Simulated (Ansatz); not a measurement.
**Preparing GaP (F-43m) as a host crystal**

Aim: the runs on the perfect crystal GaP (F-43m) that a defect calculation needs first.

Calculated with Ansatz 0.2.0; plane-wave PAW DFT, r2SCAN; relaxation of the host's cell and atoms; PAW set soft_1, in the first sound run; inputs show where later runs differ.

Most raw output is cut from this account.

## Step 1: Starting point

The structure is cubic, space group F-43m (No. 216). The conventional cell has a = 5.452 Å, b = 5.452 Å, c = 5.452 Å, α = 90.00°, β = 90.00°, γ = 90.00°. Ga has 4 P at 2.36 Å nearest. Nearest to P lie 4 Ga at 2.36 Å. Farther neighbours are not listed.

## Step 2: Host cell relaxation

Lattice and positions are set free, within the symmetry that the program keeps.

cell/input.yaml reads:

```yaml
crystal:
  lattice:
    - [0.0, 2.7258125, 2.7258125]
    - [2.7258125, 0.0, 2.7258125]
    - [2.7258125, 2.7258125, 0.0]
  atoms:
    - { symbol: Ga, position: [0.0, 0.0, 0.0] }
    - { symbol: P, position: [0.75, 0.75, 0.75] }
basis:
  ecutwfc: 500
  xc_grid: 2
hamiltonian:
  xc: r2scan
  pseudopotentials: { kind: paw, azcp: { folder: soft_1 } }
kpoints:
  mp_grid: { grid: [9, 9, 9] }
scf:
  occupations: { method: fixed }
  max_iter: 100
relax:
  f_tol: 0.005
  max_steps: 60
  cell: {}
output:
  forces: true
  stress: true
checkpoint:
  write: "../cell.run"
  compress: false
  write_wavefunctions: false
  write_every: 100000
```

Started as:

```
> ansatz run input.yaml --threads 32 --pin off --max-ram 84787MiB --backend cuda --events-out ev --progress --plain --runs-dir out --max-vram 78GiB
```

It took 1.7 s on 1 × NVIDIA GB200 with 32 threads of Arm Neoverse V2, shared host; peak memory 0.97 GiB; 4.3 s of CPU time.

Little changed from the start: no atom moved by 0.005 Å and no cell edge by 0.1 %.

Numbers from this step:

```yaml
pressure: 0.006220 GPa
```

## Step 3: Dielectric tensors of the host

The response to a uniform electric field gives the electronic dielectric tensor.

This step: plane-wave PAW DFPT, PBEsol; dielectric tensors, Born charges and zone-centre modes of the host; PAW set soft_1 (Ansatz 0.2.0).

eps/input.yaml reads:

```yaml
crystal:
  lattice:
    - [0.0, 2.7258125, 2.7258125]
    - [2.7258125, 0.0, 2.7258125]
    - [2.7258125, 2.7258125, 0.0]
  atoms:
    - { symbol: Ga, position: [0.0, 0.0, 0.0] }
    - { symbol: P, position: [0.75, 0.75, 0.75] }
basis:
  ecutwfc: 420
hamiltonian:
  xc: pbesol
  pseudopotentials: { kind: paw, azcp: { folder: soft_1 }, xc_functional: pbe }
kpoints:
  mp_grid: { grid: [8, 8, 8] }
scf:
  occupations: { method: fixed }
  max_iter: 100
phonons:
  method: dfpt
  dielectric: true
  rigid_motions: translations
```

Run time: 6 s. Hardware: 1 × NVIDIA GB200 with 32 threads; peak memory 1.4 GiB; 52 s of CPU time.

Electronic dielectric tensor:

```
10.68  0.00  0.00
 0.00 10.68  0.00
 0.00  0.00 10.68
```

Static dielectric tensor:

```
12.72  0.00  0.00
 0.00 12.72  0.00
 0.00  0.00 12.72
```

The electronic dielectric tensor is isotropic, 10.68. The static dielectric tensor is isotropic, 12.72.

## Step 4: Host on a dense mesh

This step: plane-wave PAW DFT, r2SCAN; single point of the defect-free host, a test of the k-point sampling; PAW set soft_1 (Ansatz 0.2.0).

dense/input.yaml reads:

```yaml
crystal:
  lattice:
    - [0.0, 2.7258125, 2.7258125]
    - [2.7258125, 0.0, 2.7258125]
    - [2.7258125, 2.7258125, 0.0]
  atoms:
    - { symbol: Ga, position: [0.0, 0.0, 0.0] }
    - { symbol: P, position: [0.75, 0.75, 0.75] }
basis:
  ecutwfc: 500
  xc_grid: 2
hamiltonian:
  xc: r2scan
  pseudopotentials: { kind: paw, azcp: { folder: soft_1 } }
kpoints:
  mp_grid: { grid: [9, 9, 9] }
scf:
  occupations: { method: fermi_dirac, width: 0.01 }
  max_iter: 100
  lower_state_search: "off"
checkpoint:
  write: "../dense.run"
  compress: false
  write_wavefunctions: false
  write_every: 100000
```

Wall time 1 s (1 × NVIDIA GB200 with 32 threads); peak memory 1 GiB.

## Step 5: Defect free supercell at the zone centre

The supercell is run at the zone centre, to see how far that sampling misses the dense mesh.

System of this step: GaP (F-43m). The cell holds 54 atoms: 27 Ga and 27 P. Cell: a = 11.565 Å, b = 11.565 Å, c = 11.565 Å, α = 60.0°, β = 60.0°, γ = 60.0°.

pristine.sampling_gamma/input.yaml reads:

```yaml
crystal:
  lattice:
    - [0.0, 8.1774375, 8.1774375]
    - [8.1774375, 0.0, 8.1774375]
    - [8.1774375, 8.1774375, 0.0]
  atoms:
    - { symbol: Ga, position: [0.0, 0.0, 0.0] }
    - { symbol: P, position: [0.25, 0.25, 0.25] }
    - { symbol: Ga, position: [0.0, 0.0, 0.3333333333] }
    - { symbol: P, position: [0.25, 0.25, 0.5833333333] }
    - { symbol: Ga, position: [0.0, 0.0, 0.6666666667] }
    - { symbol: P, position: [0.25, 0.25, 0.9166666667] }
    - { symbol: Ga, position: [0.0, 0.3333333333, 0.0] }
    - { symbol: P, position: [0.25, 0.5833333333, 0.25] }
[... 42 atom lines left out ...]
    - { symbol: Ga, position: [0.6666666667, 0.6666666667, 0.3333333333] }
    - { symbol: P, position: [0.9166666667, 0.9166666667, 0.5833333333] }
    - { symbol: Ga, position: [0.6666666667, 0.6666666667, 0.6666666667] }
    - { symbol: P, position: [0.9166666667, 0.9166666667, 0.9166666667] }
basis:
  ecutwfc: 500
  xc_grid: 2
hamiltonian:
  xc: r2scan
  pseudopotentials: { kind: paw, azcp: { folder: soft_1 } }
kpoints:
  mp_grid: { grid: [1, 1, 1] }
scf:
  occupations: { method: fermi_dirac, width: 0.01 }
  max_iter: 100
  lower_state_search: "off"
checkpoint:
  write: "../pristine.sampling_gamma.run"
  compress: false
  write_wavefunctions: false
  write_every: 100000
```

It took 2 s on 1 × NVIDIA GB200 with 32 threads; peak memory 1.2 GiB; 3.2 s of CPU time.

## Step 6: Defect free supercell at the quarter point

The supercell is run at one point off the zone centre, to see how far that sampling misses the dense mesh.

pristine.sampling_quarter/input.yaml, as its differences from pristine.sampling_gamma/input.yaml of step 5:

```diff
@@ -67,3 +67,3 @@
 kpoints:
-  mp_grid: { grid: [1, 1, 1] }
+  mp_grid: { grid: [1, 1, 1], shift: [0.25, 0.25, 0.25] }
 scf:
@@ -73,3 +73,3 @@
 checkpoint:
-  write: "../pristine.sampling_gamma.run"
+  write: "../pristine.sampling_quarter.run"
   compress: false
```

Wall time 1.8 s (1 × NVIDIA GB200 with 32 threads); peak memory 1.5 GiB.

## Step 7: Outcome

```yaml
primitive_cell_vectors_lengths: 3.855, 3.855, 3.855 Å
electronic_dielectric_constant: 10.68
static_dielectric_constant: 12.72
gap_on_the_k_mesh_of_the_response_run_pbesol: 1.52 eV
energy_an_atom_at_the_zone_centre_alone_less_that_on_the_dense_mesh: 0.242 eV
energy_an_atom_at_one_point_at_less_that_on_the_dense_mesh: 0.112 eV
```

The k-mesh can miss the band edges, so this gap is an upper bound at this level. All at zero temperature.

[Logs are printed without paths, hosts, clocks, repeated set-up lines and the standing remarks that a program may print on its own settings, such as how far it seeks lower states.]

[Hosts, paths, dates, database ids (printed as entryN), source tags and the programs' standing remarks are cut or masked in the printed files.]

[Runs of the host that timed out are not shown.]

[For some hosts the program warned that the k-mesh of the response run may be too coarse for force constants and the static dielectric constant; such warnings are not always shown.]

[The program warned that the k-mesh of a response run behind this text may be too coarse: force constants, and the static dielectric constant and all else formed from them, are not shown converged.]
